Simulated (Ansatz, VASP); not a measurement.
## Cross-check of InAs between VASP and Ansatz

One calculation is typed for both programs; each brings its own data sets. How far apart do they land? The cell is taken from a series of runs on this material, whose earlier steps may have relaxed, scaled, displaced or heated it; both programs get it as it stands.

Calculated with Ansatz 0.2.0; plane waves, with VASP 6.6.1 beside it; zone-centre phonons at LDA.

## Step 1: Starting point

It takes space group R3m (No. 160, trigonal). The conventional cell has a = 4.389 Å, b = 4.389 Å, c = 10.249 Å, α = 90.00°, β = 90.00°, γ = 120.00°. As has 4 In at 2.62 to 2.66 Å nearest. Nearest to In lie 4 As at 2.62 to 2.66 Å. Farther neighbours are not listed.

## Step 2: Ansatz: zone-centre phonons, LDA

Ansatz runs on its PAW soft_1 files.

Second derivatives magnify differences that forces hide, and they need a tight electronic threshold.

Input file input.yaml:

```yaml
crystal:
  lattice:
    - [-0.0963684715, 3.0068044388, 3.0068044388]
    - [3.0068044388, -0.0963684715, 3.0068044388]
    - [3.0068044388, 3.0068044388, -0.0963684715]
  atoms:
    - { symbol: As, position: [0.7473848377, 0.7473848377, 0.7473848377] }
    - { symbol: In, position: [0.0026151623, 0.0026151623, 0.0026151623] }
kpoints:
  mp_grid: { grid: [12, 12, 12], shift: [0.5, 0.5, 0.5] }
hamiltonian:
  xc: lda
  pseudopotentials: { kind: paw, azcp: { folder: soft_1 }, xc_functional: pbe }
scf:
  occupations: { method: gaussian, width: 0.015 }
output:
  eigenvalues: true
phonons:
  method: dfpt
```

On the command line:

```bash
$ ansatz run input.yaml --threads 4 --pin off --max-ram 10240MiB --backend cpu --events-out ev --progress --plain --runs-dir out
```

Numbers of over 12 decimals in the logs are rounded to 6 here.

What it wrote:

```text
Engine: ansatz 0.2.0, aarch64-unknown-linux-gnu
Pseudopotentials: kind: paw
Pseudopotential: As, paw, valence charge 15, recommended cutoff 420 eV (normal), soft_1/As.paw.azcp
Pseudopotential: In, paw, valence charge 13, recommended cutoff 420 eV (normal), soft_1/In.paw.azcp
Functional definition: SPW92
  exchange = slater_x
  correlation = pw_c
Crystal: 2 atoms, lattice volume = 56.981 Å³
Basis set: ecut = 420 eV, 1121 PW (Γ), exchange–correlation on 60×60×60 points (8 copies of the dense FFT grid, shifted against one another)
Bands: 18, of which v1, the nominal top of the filled ones, is band 14 counted from 1 (13 counted from 0)
Symmetry: 6 space group operations
k-points: 468 of 1728 (irreducible under 2 space group operations, time reversal used)
Non-local potential: As, projectors of the file, l = 0: 2, l = 1: 2, l = 2: 3, l = 3: 1
Non-local potential: In, projectors of the file, l = 0: 2, l = 1: 2, l = 2: 2, l = 3: 1
PAW form: soft (Blöchl's): semilocal exchange-correlation on the pseudo side does not see the compensation charge
PAW frozen core: As, regenerated for the run's functional, and the local potential with it (the file was generated under x = pbe(κ = 0.804, μ = 0.219515), c = pbe(β = 0.066725))
PAW frozen core: In, regenerated for the run's functional, and the local potential with it (the file was generated under x = pbe(κ = 0.804, μ = 0.219515), c = pbe(β = 0.066725))
PAW one-centre angular grid: As, 590 points (default); XC on 64 Gauss nodes
PAW one-centre angular grid: In, 590 points (default); XC on 64 Gauss nodes
Initial density: superposition of atomic densities (chi_scale 0.1, normalization cell, long waves kept (reshape's long-wave potential 0.00 eV rms))
Initial wavefunctions: pseudopotential atomic-orbital guess
Functional: x = slater, c = lda
SCF iter   1: F=—  HF=-10231.387693 eV  |F-HF|=—  |Δ(HF+E_count)|=         —  Δρ=2.66e-2  dr2=3.60e-1  ethr=3.10e-3  ⟨swp⟩=6.0  Hψ=42231  notcnv=0
preconditioner: auto → none  [insulator: Δε(μ)=0.378 eV  Ē_g=14.524 eV  σ=0.015 eV  W_gap=1.00  n_scr=14 (ndim 8)  ℏωp=20.9 eV  f_vac=0.013  D(μ)=0.00/eV (n_scr^D=0)  ε∞_Penn≈3.1]
SCF iter   2: F=—  HF=-10231.284790 eV  |F-HF|=—  |Δ(HF+E_count)|=   1.03e-1  Δρ=1.19e-2  dr2=6.07e-2  ethr=1.29e-3  ⟨swp⟩=2.0  Hψ=14040  notcnv=0
SCF iter   3: F=—  HF=-10231.270052 eV  |F-HF|=—  |Δ(HF+E_count)|=   1.47e-2  Δρ=2.39e-3  dr2=7.49e-3  ethr=2.17e-4  ⟨swp⟩=3.2  Hψ=15143  notcnv=0
SCF iter   4: F=—  HF=-10231.267101 eV  |F-HF|=—  |Δ(HF+E_count)|=   2.95e-3  Δρ=6.30e-4  dr2=1.17e-4  ethr=2.67e-5  ⟨swp⟩=3.5  Hψ=18830  notcnv=0
SCF iter   5: F=—  HF=-10231.267115 eV  |F-HF|=—  |Δ(HF+E_count)|=   1.36e-5  Δρ=1.87e-4  dr2=7.00e-6  ethr=4.19e-7  ⟨swp⟩=2.5  Hψ=16770  notcnv=0
SCF iter   6: F=—  HF=-10231.267120 eV  |F-HF|=—  |Δ(HF+E_count)|=   5.27e-6  Δρ=2.66e-5  dr2=4.25e-7  ethr=2.50e-8  ⟨swp⟩=3.0  Hψ=16184  notcnv=0
SCF iter   7: F=—  HF=-10231.267120 eV  |F-HF|=—  |Δ(HF+E_count)|=   1.13e-7  Δρ=5.68e-6  dr2=1.63e-8  ethr=1.52e-9  ⟨swp⟩=2.5  Hψ=14492  notcnv=0
SCF iter   8: F=—  HF=-10231.267120 eV  |F-HF|=—  |Δ(HF+E_count)|=   7.42e-9  Δρ=6.42e-7  dr2=1.16e-10  ethr=5.83e-11  ⟨swp⟩=2.0  Hψ=12425  notcnv=0
SCF iter   9: F=—  HF=-10231.267120 eV  |F-HF|=—  |Δ(HF+E_count)|=  2.55e-11  Δρ=1.49e-7  dr2=1.16e-11  ethr=1.00e-12  ⟨swp⟩=6.0  Hψ=38146  notcnv=0
SCF iter  10: F=-10231.267120 eV  HF=-10231.267120 eV  |F-HF|=0.00e0  |Δ(HF+E_count)|=    0.00e0  Δρ=3.57e-8  dr2=4.22e-13  ethr=1.00e-12  ⟨swp⟩=5.4  Hψ=34730  notcnv=0
SCF 1 converged in 10 iterations: F = -10231.267120 eV  dr2 = 4.22e-13
  greatest PAW one-centre occupation: 0.999 electrons in one spin orbital (limit 2), on the As atom at site 0 (counted from 0), in its partial waves of l = 2
DFPT response loops at Γ: preconditioner auto → none (the input reference at scf.mixing.eps_inf says where Resta's filter doesn't serve); β = 0.50; Broyden in place of MSR1
SCF converged after 10 iterations
Free energy (F): -10231.267120 eV
Harris-Foulkes:  -10231.267120 eV  (|F-HF|=0.00e0)
Internal energy: -10231.267120 eV  (E = F + TS)
E sigma→0 (E₀):  -10231.267120 eV
Fermi energy:    7.154640 eV
--- Per-component energies (eV) ---
  E_band       = -336.587806
  E_kinetic    = 317.283802
  E_local      = -3525.792985  (includes V_loc(G=0)·N_el)
  E_nonlocal   = -59.517276
  E_hartree    = 1746.249695
  E_xc         = -211.802041
  E_vxc        = -163.990031  (∫ρ·V_xc dr)
  E_paw        = -6001.708985  (= ΣΔE_a)
  E_vpaw       = -397.070809  (= ΣTr[D̂ρ^β])
  E_aug_tail   = 0.000085  (compensation charges beyond the density's cutoff)
  E_ewald      = -2498.339180
  E_core_change = 2.359764  (= ΣΔE_core)
  E_smearing   = -0.000000  (= −TS)
  E_closure    = -0.000000  (closes the sum)
  Σ components = -10231.267120   (vs F -10231.267120, Δ=0.00e0)
--- Band table (eV; the first three rows and the last of 468) ---
  k-point 0: bands = [... 10 lower, -4.7587, 6.0882, 6.8506, 6.8506, 7.3246, 10.6824, 10.6824, 11.1073]
  k-point 1: bands = [... 10 lower, -4.6673, 5.2268, 6.7935, 6.8146, 7.7508, 10.7224, 10.7691, 11.3445]
  k-point 2: bands = [... 10 lower, -4.4531, 4.0809, 6.5774, 6.6403, 8.0891, 10.9323, 11.0593, 11.8117]
  k-point 467: bands = [... 10 lower, -3.4340, 1.2608, 5.9570, 6.0003, 7.9822, 11.6082, 11.6602, 13.7140]
--- Phonons (Γ-DFPT): 2 representative perturbations + reference, on 468 of 1728 k-points (Σ response iterations 6) ---
  k mesh reduced under 2 symmetry operations, with k and −k counted as one. Each operation leaves every solved perturbation unchanged. A smaller set is not used because it would not reduce the number of displacements times k-points to solve
  ASR residual: 9.581e-5 → 0.000e0 eV/Å²; symmetrization residual: 1.930e-5 eV/Å²
  ASR residual per site (eV/Å²): 2.56e-5 9.58e-5
  Γ frequencies (cm⁻¹): 0.00 0.00 0.00 199.62 199.62 209.55
  non-analytic LO–TO correction: not included (Born effective charges unavailable; polar crystals: no LO–TO splitting at Γ)
```

Reading the cycles: dr2 is the Hartree energy of the density residual (eV), the measure of convergence; HF is the Harris–Foulkes estimate of the energy, which meets the free energy F at convergence.

(Continued in part 2 of 3.)

[Lines on the potential files, build, host, timing and source positions are cut from VASP's logs without a mark.]

[Logs are printed without paths, hosts, clocks, repeated set-up lines and the standing remarks that a program may print on its own settings, such as how far it seeks lower states.]

[Hosts, paths, dates, database ids (printed as entryN), source tags and the programs' standing remarks are cut or masked in the printed files.]
